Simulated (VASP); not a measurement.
Crystal: FeNi (Tetrataenite).

```
CELL_PARAMETERS angstrom
2.53300 0.00000 0.00000
0.00000 2.53300 0.00000
0.00000 0.00000 3.58200
ATOMIC_POSITIONS crystal
Ni 0.50000 0.50000 0.50000
Fe 0.00000 0.00000 0.00000
```

Base run:

```yaml
Program: VASP 6.6.1
Functional: r2SCAN
Potentials_or_basis: VASP PAW PBE potentials, release 64 (Ni, Fe)
Cutoff: 520 eV
k_mesh: 10 × 10 × 8
Occupations: fermi-dirac, width 0.05 eV
Spin: collinear spin, ferromagnetic start
Starting_moments: "[1.0, 3.0] μB"
```

Its results: pressure -5.8 GPa; net moment 3.51 μB per cell; site moments Ni +0.66; Fe +2.93 μB.

Task: The run is repeated on the same cell with these changes: functional from r2SCAN to SCAN. What comes out?

Result: Pressure -8.9 GPa; net moment 3.51 μB per cell; site moments Ni +0.66; Fe +2.92 μB.

Caveats: the PAW data sets were made with another functional, which shifts forces and pressure a little.
